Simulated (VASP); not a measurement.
SrO in VASP: the effect of functional

SrO:

```
Sr O
1.0
     0.00000    2.56630    2.56630
     2.56630    0.00000    2.56630
     2.56630    2.56630    0.00000
Sr O
1 1
Cartesian
  2.5663 2.5663 2.5663
  0.0000 0.0000 0.0000
```

Alike in all runs:

* Program: VASP 6.6.1
* Task: band structure
* Cutoff: 520 eV
* k mesh: 9 × 9 × 9
* Occupations: fermi-dirac, width 0.05 eV
* Spin: no spin polarisation

Question: One run gave: gap on the mesh 3.41 eV; pressure 6.2 GPa. Which functional did it use?
A. PW91
B. revPBE
C. PBEsol
D. SCAN
E. PBE

Answer: B.

```tsv
functional	potentials or basis	gap on the mesh (eV)	pressure (GPa)
LDA	VASP PAW LDA potentials, release 64 (Sr_sv, O)	3.15	-3.1
PBE	VASP PAW PBE potentials, release 64 (Sr_sv, O)	3.32	3.9
PBEsol	VASP PAW PBE potentials, release 64 (Sr_sv, O)	3.21	0.1
RPBE	VASP PAW PBE potentials, release 64 (Sr_sv, O)	3.44	7.0
revPBE	VASP PAW PBE potentials, release 64 (Sr_sv, O)	3.41	6.2
BLYP	VASP PAW PBE potentials, release 64 (Sr_sv, O)	3.45	6.9
AM05	VASP PAW PBE potentials, release 64 (Sr_sv, O)	3.28	1.0
PW91	VASP PAW PBE potentials, release 64 (Sr_sv, O)	3.32	3.5
r2SCAN	VASP PAW PBE potentials, release 64 (Sr_sv, O)	3.80	2.1
SCAN	VASP PAW PBE potentials, release 64 (Sr_sv, O)	3.78	1.6
TPSS	VASP PAW PBE potentials, release 64 (Sr_sv, O)	3.40	2.7
```

Caveats: the PAW data sets were made with another functional, which shifts forces and pressure a little (some runs).

A k mesh can miss the band edges.
